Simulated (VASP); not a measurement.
A run of VASP 6.6.1 is set up as follows.

File INCAR:

```
SYSTEM = C
ALGO = Normal ; EDIFF = 1E-6
ENCUT = 520 ; GGA = PE
ISIF = 2 ; ISMEAR = -1
LASPH = .TRUE. ; LCHARG = .FALSE.
LREAL = .FALSE. ; LWAVE = .FALSE.
NBANDS = 16 ; NELM = 100
PREC = Accurate ; SIGMA = 0.05
```

Contents of KPOINTS:

```
k-points
0
G
  16 16 4
  0 0 0
```

The input POSCAR:

```
C
1.0
    2.4610000000      0.0000000000      0.0000000000
   -1.2305000000      2.1312885187      0.0000000000
    0.0000000000      0.0000000000      8.0496000000
C
4
Direct
    0.0000000000      0.0000000000      0.2500000000
    0.3333333333      0.6666666667      0.2500000000
    0.0000000000      0.0000000000      0.7500000000
    0.6666666667      0.3333333333      0.7500000000
```

Potentials or basis: VASP PAW PBE potentials, release 64 (C).

Command:

```console
$ cat potpaw_PBE.64/C/POTCAR > POTCAR
$ mpirun -np 1 vasp_std > vasp.out
```

(1) What does it give for the pressure?

(2) What does it give for the band gap on the k mesh?

Results:

(1) 2.0 GPa.

(2) 1.00 eV, direct.

Caveat: this functional lacks dispersion, which binds the layers, so the pressure and a relaxed spacing across them are unreliable.
